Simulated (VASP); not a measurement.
# GaAs (F-43m) in VASP: a series of runs, part 2 of 2

VASP 6.6.1.

## Step 4: Relaxation of cell and atoms, BLYP+D4

File INCAR:

```
  PREC = Accurate
  ENCUT = 600
  EDIFF = 1E-6
  ISMEAR = -1
  SIGMA = 0.05
  LREAL = F
  LASPH = T
  NELM = 100
  ALGO = Fast
  ISIF = 3
  LWAVE = F
  LCHARG = F
  GGA = B5
  ALDAX = 1.0
  AGGAX = 1.0
  AGGAC = 1.0
  ALDAC = 0.0
  IVDW = 13
  VDW_S6 = 1.0
  VDW_S8 = 2.34076671
  VDW_A1 = 0.44488865
  VDW_A2 = 4.0933009
  IBRION = 2
  NSW = 40
  EDIFFG = -0.005
```

File KPOINTS:

```
Automatic mesh
0
Gamma
  8 8 8
```

File POSCAR:

```
GaAs
1.0
    0.0000000000      2.8268500000      2.8268500000
    2.8268500000      0.0000000000      2.8268500000
    2.8268500000      2.8268500000      0.0000000000
As Ga
1 1
Direct
    0.7500000000      0.7500000000      0.7500000000
    0.0000000000      0.0000000000      0.0000000000
```

Potentials or basis: VASP PAW PBE potentials, release 64 (As, Ga_d).

The run is started by

```
cat potpaw_PBE.64/As/POTCAR potpaw_PBE.64/Ga_d/POTCAR > POTCAR
mpirun -np 1 vasp_std > vasp.out
```

OUTCAR:

```text
PREC = Accurate
   ENCUT = 600
   EDIFF = 1E-6
   ISMEAR = -1
   LREAL = F
   LASPH = T
   NELM = 100
   ISIF = 3
   GGA = B5
   IVDW = 13
   IBRION = 2
   NSW = 40
   EDIFFG = -0.005

 ion  position               nearest neighbor table
   1  0.750  0.750  0.750-   2 2.45   2 2.45   2 2.45   2 2.45
   2  0.000  0.000  0.000-   1 2.45   1 2.45   1 2.45   1 2.45

  LATTYP: Found a face centered cubic cell.
 ALAT       =     5.6537000000

  Lattice vectors:

 A1 = (   0.0000000000,   2.8268500000,   2.8268500000)
 A2 = (   2.8268500000,   0.0000000000,   2.8268500000)
 A3 = (   2.8268500000,   2.8268500000,   0.0000000000)

Analysis of symmetry for initial positions (statically):
=====================================================================
 Subroutine PRICEL returns:
 Original cell was already a primitive cell.

 Routine SETGRP: Setting up the symmetry group for a
 face centered cubic supercell.

 Subroutine GETGRP returns: Found 24 space group operations
 (whereof 24 operations were pure point group operations)
 out of a pool of 48 trial point group operations.

The static configuration has the point symmetry T_d .

Analysis of symmetry for dynamics (positions and initial velocities):
=====================================================================
 Subroutine PRICEL returns:
 Original cell was already a primitive cell.

 Routine SETGRP: Setting up the symmetry group for a
 face centered cubic supercell.

 Subroutine GETGRP returns: Found 24 space group operations
 (whereof 24 operations were pure point group operations)
 out of a pool of 48 trial point group operations.

The dynamic configuration has the point symmetry T_d .

 Subroutine INISYM returns: Found 24 space group operations
 (whereof 24 operations are pure point group operations),
 and found     1 'primitive' translations

----------------------------------------------------------------------------------------

                                     Primitive cell

[... 106 lines left out ...]
   EFERMI_NEDOS =   21; number of points for ismear=-14 and -15
   IALGO  =     68    algorithm
   IMIX   =      4    mixing-type and parameters
     AMIX     =   0.40;   BMIX     =  1.00
     AMIX_MAG =   1.60;   BMIX_MAG =  1.00
  volume/ion in A,a.u.               =      22.59       152.44
  Fermi-wavevector in a.u.,A,eV,Ry     =   1.204628  2.276417 19.743799  1.451128
  Thomas-Fermi vector in A             =   2.340347
   LORBIT       =      0    0 simple, 1 ext, 2 COOP (PROOUT), +10 PAW based schemes
   GGA     = B5    functional components
   LHFCALC =     F    Hartree Fock is set to
   AEXX    =    0.0000 exact exchange contribution
   IVDW    =    13    specifies the selected vdW correction
   LEPSILON=     F    determine dielectric tensor
   LRPA    =     F    only Hartree local field effects (RPA)
 conjugate gradient relaxation of ions
 non-spin polarized calculation
 RMM-DIIS sequential band-by-band and
  energy-cutoff  :      600.00
  volume of cell :       45.18
 maximum number of plane-waves:      1540
   NGX = 15   NGY = 15   NGZ = 15

--------------------------------------- Ionic step        1  -------------------------------------------

 number of electron      18.0000011 magnetization

 Free energy of the ion-electron system (eV)
  ---------------------------------------------------
  ext. energy  EPLUGINS =         0.00000000
  ---------------------------------------------------
  free energy    TOTEN  =        -6.90604990 eV

  energy without entropy =       -6.90598277  energy(sigma->0) =       -6.90601634

------------------------ aborting loop because EDIFF is reached ----------------------------------------

  DFT-D4 for vdW energy calculation

  Edisp (eV):   -1.59447
[... 71 lines left out ...]
--------------------------------------- Ionic step        3  -------------------------------------------

 number of electron      18.0000008 magnetization

 Free energy of the ion-electron system (eV)
  ---------------------------------------------------
  ext. energy  EPLUGINS =         0.00000000
  ---------------------------------------------------
  free energy    TOTEN  =        -6.93662190 eV

  energy without entropy =       -6.93645117  energy(sigma->0) =       -6.93653654

 E-fermi :   4.3646     XC(G=0):  -8.9441

 val. band max:        4.1983234567   @ k =   0.0000   0.0000   0.0000
 cond. band min:       4.4681727885   @ k =   0.0000   0.0000   0.0000
 fundamental gap:      0.2698493319
 Fermi energy:         4.3646192050

 k-point     1 :       0.0000    0.0000    0.0000
  band No.  band energies     occupation
      1     -10.6590      2.00000
      2     -10.6590      2.00000
      3     -10.6590      2.00000
      4     -10.5836      2.00000
      5     -10.5836      2.00000
      6      -8.4214      2.00000
      7       4.1983      1.93062
      8       4.1983      1.93062
      9       4.1983      1.93061
     10       4.4682      0.22388
     11       7.9509      0.00000
     12       7.9509      0.00000
     13       7.9509      0.00000
[... 354 lines left out ...]
  band No.  band energies     occupation
      1     -10.7404      2.00000
      2     -10.6357      2.00000
      3     -10.6287      2.00000
      4     -10.5876      2.00000
      5     -10.5804      2.00000
      6      -6.4043      2.00000
      7      -2.2200      2.00000
      8       1.0802      2.00000
      9       2.3317      2.00000
     10       7.1602      0.00000
     11       8.4935      0.00000
     12      10.4950      0.00000
     13      11.8577      0.00000

 [... further k-points ...]

------------------------ aborting loop because EDIFF is reached ----------------------------------------

  DFT-D4 for vdW energy calculation

  Edisp (eV):   -1.56653
[... 25 lines left out ...]
  FREE ENERGIE OF THE ION-ELECTRON SYSTEM (eV)
  ---------------------------------------------------
  free  energy   TOTEN  =        -8.5031505508 eV

  energy  without entropy=       -8.5029798191  energy(sigma->0) =       -8.50306518

 reached required accuracy - stopping structural energy minimisation
```

Run time: 97 s. Hardware: 1 thread of AMD EPYC 7R13 (Zen 3), shared host; peak memory 0.16 GiB.

Results:

```
Free energy                            : -8.5032 eV
Relaxed volume                         : 22.96 Å³/atom
Relaxed cell                           : a = 4.020 Å, b = 4.020 Å, c = 4.020 Å, α = 60.00°, β = 60.00°, γ = 60.00°
Space group after relaxing (to 0.05 Å) : F-43m (No. 216)
Energy gained by relaxing              : 1.3 meV/atom
Ionic steps                            : 3
Pressure after relaxing                : 0.0 GPa
Band gap on the k mesh                 : 0.27 eV, direct
Dispersion energy per atom             : -0.783 eV
```

Step by step:
```
step  energy change (eV)  largest force (eV/Å)  pressure (GPa)  volume (Å³)
   1              0.0000                0.0000            1.16        45.18
   2             -0.0022                0.0000           -0.41        46.25
   3             -0.0026                0.0000            0.00        45.93
```

Final structure:
```yaml
crystal:
  lattice:
    - [0.00000, 2.84242, 2.84242]
    - [2.84242, 0.00000, 2.84242]
    - [2.84242, 2.84242, 0.00000]
  atoms:
    - { symbol: As, position: [0.75000, 0.75000, 0.75000] }
    - { symbol: Ga, position: [0.00000, 0.00000, 0.00000] }
```

Levels at points of the mesh, in eV from the valence-band top:
| k point | band 7 | band 8 | band 9 | band 10 | band 11 | band 12 |
| --- | --- | --- | --- | --- | --- | --- |
| (0.00, 0.00, 0.00) | 0.00 | 0.00 | 0.00 | 0.27 | 3.75 | 3.75 |
| (0.50, 0.00, 0.00) | -6.53 | -1.11 | -1.11 | 0.94 | 4.70 | 4.70 |
| (0.50, 0.50, 0.00) | -6.77 | -2.59 | -2.59 | 1.65 | 1.74 | 9.97 |

Caveat: the PAW data sets were made with another functional, which shifts forces and pressure a little. Zero-point motion and thermal expansion aren't in these numbers.

## Step 5: The reference run

An earlier run on the cell as given: functional PBEsol; potentials or basis VASP PAW PBE potentials, release 64 (As, Ga_d); cutoff 520 eV; k mesh 8 × 8 × 8; occupations fermi-dirac, width 0.05 eV; no spin polarisation.

* Pressure: 0.3 GPa
* Band gap on the k mesh: 0.46 eV, direct

## Step 6: Summary

| task | level | cell | cutoff (eV) | ladder | gap on the mesh (eV) | pressure (GPa) | relaxed volume (Å³/atom) |
| --- | --- | --- | --- | --- | --- | --- | --- |
| relaxation of cell and atoms | BLYP+D3 | relaxed | 600 | - | none | 0.1 | 24.07 |
| relaxation of cell and atoms | BLYP+D3(BJ) | relaxed | 600 | - | 0.25 | 0.0 | 23.02 |
| relaxation of cell and atoms | BLYP+D4 | relaxed | 600 | - | 0.27 | 0.0 | 22.96 |
| single point | PBEsol | as given | 520 | free | 0.46 | 0.3 | - |

Alike in all rows: potentials or basis VASP PAW PBE potentials, release 64 (As, Ga_d); no spin polarisation; k mesh 8 × 8 × 8; smearing fermi-dirac 0.05 eV.

Caveats: the PAW data sets were made with another functional, which shifts forces and pressure a little; pairwise dispersion overbinds metals, which lowers pressure and volume (some runs); this crystal is a semiconductor, whose small gap the functional closes, so the metal is an error of the method (some runs).

Absolute energies hang on the potentials; compare differences alone.
